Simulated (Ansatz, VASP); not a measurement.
# Pt (Pt strained to the junction's net): VASP beside Ansatz

One calculation is typed for both programs; each brings its own data sets. How far apart do they land? The structure shown is the end of the Ansatz relaxation below.

Calculated with Ansatz 0.2.0; plane waves, with VASP 6.6.1 beside it; single point at PBE.

## (1) Set-up

Symmetry: I4/mmm, No. 139, tetragonal system. The conventional cell has a = 2.878 Å, b = 2.878 Å, c = 3.833 Å, α = 90.00°, β = 90.00°, γ = 90.00°. Nearest to Pt lie 12 Pt at 2.80 to 2.88 Å.

## (2) Ansatz: relaxation, PBE

Ansatz runs on its default PAW (the set named soft_2) files.

This run makes the geometry at which the two programs are then compared.

Contents of input.yaml:

```yaml
crystal:
  lattice:
    - [4.07, 0.0, 0.0]
    - [0.0, 4.07, 0.0]
    - [0.0, 0.0, 3.9]
  atoms:
    - { symbol: Pt, position: [0.0, 0.0, 0.0] }
    - { symbol: Pt, position: [0.5, 0.5, 0.0] }
    - { symbol: Pt, position: [0.5, 0.0, 0.5] }
    - { symbol: Pt, position: [0.0, 0.5, 0.5] }
kpoints:
  mp_grid: { grid: [8, 8, 8] }
scf:
  occupations: { method: fermi_dirac, width: 0.1 }
  max_iter: 150
hamiltonian:
  xc: pbe
relax:
  f_tol: 0.01
  max_steps: 40
  cell: { fix: [a, b, angles] }
```

Command:

```sh
$ ansatz run input.yaml --threads 8 --pin off --max-ram 40960MiB --backend cuda --events-out ev --progress --plain --runs-dir out --max-vram 78GiB
```

Numbers of over 12 decimals in the logs are rounded to 6 here.

Output:

```text
Engine: ansatz 0.2.0, aarch64-unknown-linux-gnu
Pseudopotentials: kind: paw
Pseudopotential: Pt, paw, valence charge 18, recommended cutoff 420 eV (normal), Pt.paw.azcp
Functional definition: PBE
  parameter kappa = 0.804
  parameter beta = 0.066725
  exchange = pbe_x(kappa = kappa, mu = beta*pi^2/3)
  correlation = pbe_c(beta = beta)
[...]
Crystal: 4 atoms, lattice volume = 64.603 Å³
Basis set: ecut = 420 eV, 1277 PW (Γ), exchange–correlation on 60×60×54 points (8 copies of the dense FFT grid, shifted against one another)
Bands: 44, of which v1, the nominal top of the filled ones, is band 36 counted from 1 (35 counted from 0)
Symmetry: 64 space group operations
Space group: I4/mmm (ITA 139), of the structure as read, at distance tolerance 4.0e-5 Å
k-points: 75 of 512
Non-local potential: Pt, projectors of the file, l = 0: 3, l = 1: 2, l = 2: 2, l = 3: 1
PAW form: soft (Blöchl's): semilocal exchange-correlation on the pseudo side does not see the compensation charge
PAW one-centre angular grid: Pt, 590 points (default); XC on 64 Gauss nodes
Initial density: superposition of atomic densities (neutral atoms: chi_scale 0, normalization atom), corrected by the library's trained network
Initial wavefunctions: pseudopotential atomic-orbital guess
[...]
Functional: x = pbe(κ = 0.804, μ = 0.219515), c = pbe(β = 0.066725)
SCF iter   1: F=—  HF=-50092.115409 eV  |F-HF|=—  |Δ(HF+E_count)|=         —  Δρ=3.43e-3  dr2=1.53e-3  ethr=1.77e-3  ⟨swp⟩=5.4  Hψ=10951  notcnv=0
preconditioner: auto → Kerker (q_TF=auto, 2.778 Å⁻¹)  [metal: Δε(μ)=0.012 eV  Ē_g=8.595 eV  σ=0.100 eV  W_gap=0.03  n_scr=26 (ndim 8)  ℏωp=29.2 eV  f_vac=0.000  D(μ)=7.54/eV (n_scr^D=92)]
SCF iter   2: F=—  HF=-50092.119568 eV  |F-HF|=—  |Δ(HF+E_count)|=   4.16e-3  Δρ=1.89e-3  dr2=4.91e-4  ethr=2.13e-6  ⟨swp⟩=3.0  Hψ=7351  notcnv=0
[...]
SCF iter   6: F=-50092.120717 eV  HF=-50092.120717 eV  |F-HF|=3.52e-9  |Δ(HF+E_count)|=   1.31e-7  Δρ=7.87e-6  dr2=2.49e-8  ethr=1.39e-10  ⟨swp⟩=4.0  Hψ=10113  notcnv=0
SCF 1 converged in 6 iterations: F = -50092.120717 eV  dr2 = 2.49e-8
  greatest PAW one-centre occupation: 1.000 electrons in one spin orbital (limit 2), on the Pt atom at site 3 (counted from 0), in its partial waves of l = 0
relax step   1: F+E_penalty+E_count = -50092.12071722 eV  Δ(F+E_penalty+E_count) = +0.000e0 eV  max|allowed force component| = 3.574e-26 eV/Å  Δτ_max = 0.0000 Å  P = -6.809 GPa  Ω = 64.603 Å³  fix = [a, b, alpha, beta, gamma]  reactions: a -7.856, b -7.856 GPa  (6 SCF iters, dr2 threshold 1.00e-7 eV, accepted)
[...]
relax step   2: F+E_penalty+E_count = -50092.11681355 eV  Δ(F+E_penalty+E_count) = +3.904e-3 eV  max|allowed force component| = 2.181e-26 eV/Å  Δτ_max = 0.0000 Å  P = +1.948 GPa  Ω = 62.284 Å³  energy of the carried Pulay correction = +9.937e-4 eV  fix = [a, b, alpha, beta, gamma]  (6 SCF iters, dr2 threshold 4.00e-7 eV, rejected (line search))
[...]
relax step   3: F+E_penalty+E_count = -50092.13763194 eV  Δ(F+E_penalty+E_count) = -1.691e-2 eV  max|allowed force component| = 3.787e-28 eV/Å  Δτ_max = 0.0000 Å  P = -3.141 GPa  Ω = 63.558 Å³  energy of the carried Pulay correction = +4.435e-4 eV  fix = [a, b, alpha, beta, gamma]  reactions: a -4.579, b -4.579 GPa  (8 SCF iters, accepted)
[...]
relax step   4: F+E_penalty+E_count = -50092.13770554 eV  Δ(F+E_penalty+E_count) = -7.360e-5 eV  max|allowed force component| = 3.231e-27 eV/Å  Δτ_max = 0.0000 Å  P = -2.925 GPa  Ω = 63.500 Å³  energy of the carried Pulay correction = +4.682e-4 eV  fix = [a, b, alpha, beta, gamma]  reactions: a -4.385, b -4.385 GPa  (6 SCF iters, dr2 threshold 1.75e-7 eV, accepted)
[...]
relax step   5: F+E_penalty+E_count = -50092.13719278 eV  Δ(F+E_penalty+E_count) = +5.128e-4 eV  max|allowed force component| = 4.891e-29 eV/Å  Δτ_max = 0.0000 Å  P = -2.919 GPa  Ω = 63.500 Å³  fix = [a, b, alpha, beta, gamma]  reactions: a -4.379, b -4.379 GPa  stress off target by 2.71e-3 GPa on what of the cell is left free  SCF on the basis re-selected at this cell (its energy is not comparable with the rows above)  (8 SCF iters)
basis re-selected at this cell: Δ(F+E_penalty+E_count) = +5.128e-4 eV, ΔP = +0.007 GPa vs the last step (what re-selecting the basis moved, of the pressure what is left beyond the Pulay correction that the steps carried, after the strain that the cell walked since its last selection, with what the two solves' SCF thresholds leave and, on support functions, any second-order correction that the steps lacked; it is no m [...]
SCF converged after 8 iterations
Free energy (F): -50092.137193 eV
Harris-Foulkes:  -50092.137193 eV  (|F-HF|=7.28e-12)
Internal energy: -50091.906705 eV  (E = F + TS)
E sigma→0 (E₀):  -50092.021949 eV
Entropy (-TS):   -0.230487 eV (-57.622 meV/atom)
Fermi energy:    21.833682 eV
--- Per-component energies (eV) ---
  E_band       = -607.817808
  E_kinetic    = 2546.196891
  E_local      = -6115.948316  (includes V_loc(G=0)·N_el)
  E_nonlocal   = 799.375341
  E_hartree    = 2262.414921
  E_xc         = -1045.570226
  E_vxc        = -1209.267046  (∫ρ·V_xc dr)
  E_paw        = -37815.489516  (= ΣΔE_a)
  E_vpaw       = -1153.005357  (= ΣTr[D̂ρ^β])
  E_aug_tail   = 0.000836  (compensation charges beyond the density's cutoff)
  E_ewald      = -10722.886636
  E_smearing   = -0.230487  (= −TS)
  E_closure    = 0.000000  (closes the sum)
  Σ components = -50092.137193   (vs F -50092.137193, Δ=0.00e0)
--- Forces (eV/Å), atoms counted from 1 ---
  atom   1  Pt     0.00000000    -0.00000000     0.00000000
  atom   2  Pt    -0.00000000    -0.00000000    -0.00000000
  atom   3  Pt    -0.00000000     0.00000000     0.00000000
  atom   4  Pt    -0.00000000    -0.00000000    -0.00000000
  max |Σ_I F_I| component: 6.94e-29 eV/Å
--- Stress (GPa, compression-positive) ---
       -4.379153       0.000000       0.000000
       -0.000000      -4.379153      -0.000000
        0.000000      -0.000000       0.002705
  P = ⅓ Tr σ = -2.9185 GPa (-29.185 kbar)
--- Band table (eV; the first three rows and the last of 75) ---
  k-point 0: bands = [... 32 lower, 22.0188, 22.3134, 22.3134, 22.5134, 22.5134, 23.3561, 23.3561, 24.4930, ... 4 higher]
  k-point 1: bands = [... 32 lower, 21.7472, 22.0196, 22.0196, 22.0308, 22.0308, 23.4120, 24.7241, 24.7241, ... 4 higher]
  k-point 2: bands = [... 32 lower, 21.3384, 21.3384, 21.4870, 21.5196, 22.0218, 22.0218, 26.5153, 26.5153, ... 4 higher]
  k-point 74: bands = [... 32 lower, 21.7032, 21.7032, 21.7032, 21.7032, 22.0455, 22.0455, 22.0455, 22.0455, ... 4 higher]
--- Relaxed structure (4 steps of the walk, 3 accepted, 1 SCFs on fresh bases) ---
  F+E_penalty+E_count = -50092.13719278 eV   max|allowed force component| = 4.891e-29 eV/Å   (the final SCF, on the basis selected at the relaxed cell)
  cell:  # Å, volume = 63.5004 Å³
    - [4.07, 0, 0.0]
    - [0, 4.07, 0]
    - [0.0, 0, 3.833428]
  atoms:
    - { symbol: Pt, position: [0, 0, 0] }
    - { symbol: Pt, position: [0.5, 0.5, 0] }
    - { symbol: Pt, position: [0.5, 0, 0.500000] }
    - { symbol: Pt, position: [0, 0.5, 0.500000] }
```

In the SCF lines HF is the Harris–Foulkes energy and dr2 the Hartree energy of the density residual, in eV; the loop may stop once dr2 is under the threshold and the program's other checks hold. Hψ counts applications of the Hamiltonian.

## (3) VASP: single point, PBE

The same cell, functional, mesh and smearing now go to VASP, with its own data sets.

Lines of VASP's logs that name or quote its potential files are left out, and so is its time.

Contents of INCAR:

```
SYSTEM = Pt
PREC = Accurate
ENCUT = 500
EDIFF = 1E-06
NELM = 120
ISMEAR = -1
SIGMA = 0.1
LREAL = .FALSE.
ALGO = Normal
GGA = PE
NBANDS = 26
LASPH = .TRUE.
LORBIT = 11
LWAVE = .FALSE.
LCHARG = .FALSE.
ISIF = 2
GGA_COMPAT = .FALSE.
```

Contents of POSCAR:

```
Pt
1.0
    4.0700000000      0.0000000000      0.0000000000
    0.0000000000      4.0700000000      0.0000000000
    0.0000000000      0.0000000000      3.8334283350
Pt
4
Direct
    0.0000000000      0.0000000000      0.0000000000
    0.5000000000      0.5000000000      0.0000000000
    0.5000000000      0.0000000000      0.5000000000
    0.0000000000      0.5000000000      0.5000000000
```

Contents of KPOINTS:

```
Automatic mesh
0
Gamma
8 8 8
0 0 0
```

The projector-augmented-wave data sets are Pt (PBE family, release 64).

Command:

```sh
$ mpirun -np 1 vasp_std
```

Output:

```text
[banner, memory and clock lines left out]
running    1 mpi-ranks, on    1 nodes
 distrk:  each k-point on    1 cores,    1 groups
 distr:  one band on    1 cores,    1 groups

 POSCAR found type information on POSCAR Pt
 POSCAR found :  1 types and       4 ions
 LDA part: xc-table for (Slater+PW92), standard interpolation
 POSCAR, INCAR and KPOINTS ok, starting setup
 FFT: planning ... GRIDC
 FFT: planning ... GRID_SOFT
 FFT: planning ... GRID
 WAVECAR not read
 entering main loop
       N       E                     dE             d eps       ncg     rms          rms(c)
DAV:   1     0.237409009678E+03    0.23741E+03   -0.20001E+04  3916   0.142E+03
DAV:   2    -0.187124172030E+02   -0.25612E+03   -0.24785E+03  4538   0.311E+02
DAV:   3    -0.259210560247E+02   -0.72086E+01   -0.69864E+01  4286   0.494E+01
DAV:   4    -0.259944706572E+02   -0.73415E-01   -0.73245E-01  4176   0.509E+00
DAV:   5    -0.259952664154E+02   -0.79576E-03   -0.79559E-03  4142   0.573E-01    0.222E+01
DAV:   6    -0.246124728780E+02    0.13828E+01   -0.30087E+00  3956   0.122E+01    0.118E+01
DAV:   7    -0.244827184278E+02    0.12975E+00   -0.50843E-01  4094   0.482E+00    0.438E+00
DAV:   8    -0.244708351242E+02    0.11883E-01   -0.40682E-02  3964   0.135E+00    0.114E+00
DAV:   9    -0.244699955080E+02    0.83962E-03   -0.82412E-04  4078   0.203E-01    0.517E-02
DAV:  10    -0.244700211916E+02   -0.25684E-04   -0.17418E-05  4268   0.293E-02    0.776E-03
DAV:  11    -0.244700225964E+02   -0.14048E-05   -0.12830E-06  2144   0.729E-03    0.171E-03
DAV:  12    -0.244700226559E+02   -0.59486E-07   -0.98469E-08  2046   0.214E-03
   1 F= -.24470023E+02 E0= -.24354373E+02  d E =-.231299E+00
```

OUTCAR, selected parts (step 3):

```text
ion  position               nearest neighbor table
   1  0.000  0.000  0.000-   3 2.80   4 2.80   3 2.80   4 2.80   4 2.80   4 2.80   3 2.80   3 2.80
                             2 2.88   2 2.88   2 2.88   2 2.88
   2  0.500  0.500  0.000-   3 2.80   4 2.80   3 2.80   4 2.80   3 2.80   3 2.80   4 2.80   4 2.80
                             1 2.88   1 2.88   1 2.88   1 2.88
   3  0.500  0.000  0.500-   1 2.80   2 2.80   1 2.80   2 2.80   2 2.80   2 2.80   1 2.80   1 2.80
                             4 2.88   4 2.88   4 2.88   4 2.88
   4  0.000  0.500  0.500-   1 2.80   2 2.80   1 2.80   2 2.80   1 2.80   1 2.80   2 2.80   2 2.80
                             3 2.88   3 2.88   3 2.88   3 2.88

  LATTYP: Found a simple tetragonal cell.
 ALAT       =     4.0700000000
 C/A-ratio  =     0.9418742838

 Subroutine GETGRP returns: Found 16 space group operations
 (whereof 16 operations were pure point group operations)

The static configuration has the point symmetry D_4h.

 Found     75 irreducible k-points:

   k-points           NKPTS =     75   k-points in BZ     NKDIM =     75   number of bands    NBANDS=     26

   dimension x,y,z NGX =    30 NGY =   30 NGZ =   28
   dimension x,y,z NGXF=    60 NGYF=   60 NGZF=   56

   ENCUT  =  500.0 eV  36.75 Ry    6.06 a.u.   7.42  7.42  6.99*2*pi/ulx,y,z

   NELECT =      40.0000    total number of electrons

 k-points in reciprocal lattice and weights: Automatic mesh
   0.00000000  0.00000000  0.00000000       0.002
   0.12500000  0.00000000  0.00000000       0.008
   0.25000000  0.00000000  0.00000000       0.008
   0.37500000  0.00000000  0.00000000       0.008
   0.50000000  0.00000000  0.00000000       0.004
   0.12500000  0.12500000  0.00000000       0.008
   0.25000000  0.12500000  0.00000000       0.016
   0.37500000  0.12500000  0.00000000       0.016
   0.50000000  0.12500000  0.00000000       0.008
[...]
0.50000000  0.37500000  0.50000000       0.008
   0.50000000  0.50000000  0.50000000       0.002

 average (electrostatic) potential at core
       1 -63.6823       2 -63.6823       3 -63.6823       4 -63.6823

 E-fermi :  10.2872

 k-point     1 :       0.0000    0.0000    0.0000
  band No.  band energies     occupation
    ...
     11       8.4174      2.00000
     12       9.1325      1.99998
     13      10.2653      1.10944
     14      10.2653      1.10944
     15      10.2825      1.02363
     16      10.4716      0.27327
     17      10.4716      0.27327
     18      10.7640      0.01685
     19      10.7640      0.01685
     20      10.9626      0.00233
    ...

 k-point     2 :       0.1250    0.0000    0.0000
  band No.  band energies     occupation
    ...
     14       9.9161      1.95226
     15      10.0361      1.84982
     16      10.0702      1.79518
     17      10.1987      1.41580
     18      10.2790      1.04096
     19      10.6950      0.03334
     20      10.7718      0.01560
     21      10.8869      0.00496
     22      10.9552      0.00251
     23      12.9225      0.00000
    ...

 k-point     3 :       0.2500    0.0000    0.0000
  band No.  band energies     occupation
    ...
     16       9.4383      1.99959
     17       9.4954      1.99927
     18       9.7852      1.98688
     19      10.0199      1.87083
     20      10.0676      1.79988
     21      10.7938      0.01254
     22      10.9342      0.00309
     23      14.5506      0.00000
     24      15.5169      0.00000
     25      17.6120      0.00000
    ...

  Total       -1.9091540     -1.9091540     -0.1867401      0.0000000     -0.0000000      0.0000000
  in kB      -48.1698581    -48.1698581     -4.7116386      0.0000000     -0.0000000      0.0000000
  external PRESSURE =     -33.6837849 kB  Pullay stress =       0.0000000 kB

  energy-cutoff  :      500.00
  volume of cell :       63.50
      direct lattice vectors                 reciprocal lattice vectors
     4.070000000  0.000000000  0.000000000     0.245700246  0.000000000  0.000000000
     0.000000000  4.070000000  0.000000000     0.000000000  0.245700246  0.000000000
     0.000000000  0.000000000  3.833428335     0.000000000  0.000000000  0.260863100

 POSITION                                       TOTAL-FORCE (eV/Angst)
 -----------------------------------------------------------------------------------
      0.00000      0.00000      0.00000        -0.000000      0.000000     -0.000000
      2.03500      2.03500      0.00000         0.000000      0.000000     -0.000000
      2.03500      0.00000      1.91671        -0.000000      0.000000      0.000000
      0.00000      2.03500      1.91671         0.000000     -0.000000      0.000000
 -----------------------------------------------------------------------------------
    total drift:                                0.000000      0.000000     -0.000000

  FREE ENERGIE OF THE ION-ELECTRON SYSTEM (eV)
  ---------------------------------------------------
  free  energy   TOTEN  =       -24.4700226559 eV

  energy  without entropy=      -24.2387239367  energy(sigma->0) =      -24.35437330

 total charge
# of ion       s       p       d       tot
------------------------------------------
    1        0.614   0.550   8.007   9.171
    2        0.614   0.550   8.007   9.171
    3        0.614   0.550   8.007   9.171
    4        0.614   0.550   8.007   9.171
--------------------------------------------------
tot          2.455   2.201  32.028  36.684

[... 3 further parts left out ...]
```

The run ends at a pressure of -3.37 GPa.

## (4) Side by side

Known differences besides the potentials themselves: the data sets hold 72 valence electrons in Ansatz (on its default PAW (the set named soft_2) files) and 40 in VASP; the cutoff is 420 eV in Ansatz and 500 eV in VASP; Ansatz's pressure holds a Pulay correction, VASP's none. Total energies have different zeros and are not compared.

Both answers:

```
      quantity  Ansatz   VASP  difference
pressure (GPa)   -2.92  -3.37       +0.45
```

## (5) Outcome

```
difference in pressure (single point, PBE) : 0.45 GPa
```

The difference in pressure is 0.45 GPa (single point, PBE), within the 1 GPa picked in this series as the mark of a large difference. The data sets hold unlike numbers of valence electrons (72 in Ansatz and 40 in VASP), so part of the differences comes from the potentials. Such differences can come from data sets, numerical settings and the points named under the comparisons, not from the functional's error against experiment.

[Lines on the potential files, build, host, timing and source positions are cut from VASP's logs without a mark.]

[Logs are printed without paths, hosts, clocks, repeated set-up lines and the standing remarks that a program may print on its own settings, such as how far it seeks lower states.]

[Hosts, paths, dates, database ids (printed as entryN), source tags and the programs' standing remarks are cut or masked in the printed files.]
